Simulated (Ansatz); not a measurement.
## Perturbing SrTiO₃

Base: a COD entry, whose atoms a relaxation with PBE at fixed cell left in place.

```xyz
5
Lattice="3.9050 0.0000 0.0000 0.0000 3.9050 0.0000 0.0000 0.0000 3.9050" Properties=species:S:1:pos:R:3 pbc="T T T"
Sr    0.0000    0.0000    0.0000
Ti    1.9525    1.9525    1.9525
O     0.0000    1.9525    1.9525
O     1.9525    0.0000    1.9525
O     1.9525    1.9525    0.0000
```

Sites (sets of like atoms) are named by element and the number of their first atom in this list.

Method: Kohn–Sham DFT in Ansatz, PBE, plane waves and PAW, scalar-relativistic, 420 eV cutoff, Γ-centred 8×8×8 k-points, Fermi–Dirac smearing 0.02 eV.

Question: Variant: z stretched by 1 %, ions relaxed. What happens to the gradients (10²¹ V/m²)?

Answer: 

```json
{"site": "Sr", "atoms": "1", "V_zz base": "0.00", "η base": "–", "V_zz variant": "0.13", "η variant": "0.00"}
{"site": "Ti", "atoms": "2", "V_zz base": "0.00", "η base": "–", "V_zz variant": "1.00", "η variant": "0.00"}
{"site": "O3", "atoms": "3, 4", "V_zz base": "1.30", "η base": "0.00", "V_zz variant": "1.26", "η variant": "0.26"}
{"site": "O5", "atoms": "5", "V_zz base": "1.30", "η base": "0.00", "V_zz variant": "1.67", "η variant": "0.00"}
```

The largest change of V_zz is on Ti, from 0.00 to 1.00. In per cent, |V_zz| changes by -3 to +28 on O (all sites that start above 0.5). Where |V_zz| stays above 0.1, η moves most on O3, from 0.00 to 0.26. The number of symmetry-distinct sites goes from 3 to 4.

For the base: This high-symmetry form of SrTiO3 is unstable when cold, to tilts of the octahedra. The symmetry of the cell holds that distortion back, wholly or in part, and it would change the field gradients, the more the larger the distortion.
For the variant: Without spin–orbit coupling (the program notes it for Sr) the gradients are little affected as a rule: paired runs on crystals with a gap mostly move them by under 2 % at such atoms.
